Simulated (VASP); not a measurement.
Set up this calculation in VASP 6.6.1, as the native input.

```
Task                   : single point
Functional             : LDA
Potentials or basis    : VASP PAW LDA potentials, release 64 (Al, Au)
Cutoff                 : 520 eV
k mesh                 : 14 × 14 × 14
Occupations            : gaussian, width 0.15 eV
Spin                   : no spin polarisation
Dipole correction      : no
Further INCAR settings : ALGO = Fast; EDIFF = 1e-07; NBANDS = 14
```

The structure of AlAu lies in POSCAR:

```
AlAu
1.0
    3.2239420000      0.0000000000      0.0000000000
    0.0000000000      3.2239420000      0.0000000000
    0.0000000000      0.0000000000      3.3206602600
Al Au
1 1
Direct
    0.0000000000      0.0000000000      0.0000000000
    0.5000000000      0.5000000000      0.5000000000
```

The cell comes from a database or a generator and needn't be the stable form of this composition.

The cell isn't the ideal one: strain +0.000 along x and y, +0.030 along z, atoms carried along.

These files were run (other wordings do the same):

INCAR

```
SYSTEM = AlAu
PREC     = Accurate       ! precision mode
ENCUT    = 520            ! plane-wave cutoff, eV
EDIFF    = 1E-7           ! SCF threshold, eV
ISMEAR   = 0              ! smearing method
SIGMA    = 0.15           ! smearing width, eV
LREAL    = .FALSE.        ! projectors in reciprocal space
LASPH    = .TRUE.         ! aspherical terms in the spheres
NELM     = 60             ! most SCF steps
ALGO     = Fast           ! electronic algorithm
ISIF     = 2              ! what is computed and relaxed
LWAVE    = .FALSE.        ! write WAVECAR
LCHARG   = .TRUE.         ! write CHGCAR
GGA      = CA             ! functional
LELF     = .TRUE.         ! ELF
LVHAR    = .TRUE.       
NBANDS   = 14             ! bands
```

KPOINTS

```
Automatic mesh
0
G
  14 14 14
  0 0 0
```

Potentials or basis: VASP PAW LDA potentials, release 64 (Al, Au).

Command:

```sh
$ cat potpaw_LDA.64/Al/POTCAR potpaw_LDA.64/Au/POTCAR > POTCAR
$ mpirun -np 1 vasp_std > vasp.out
```

It gave:

- Pressure: -10.0 GPa
- Band gap on the k mesh: none (metal or under the smearing width)

Run time: 56 s on 1 thread of AMD EPYC 9R45 (Zen 5), with other jobs on the host, peak memory 0.21 GiB.
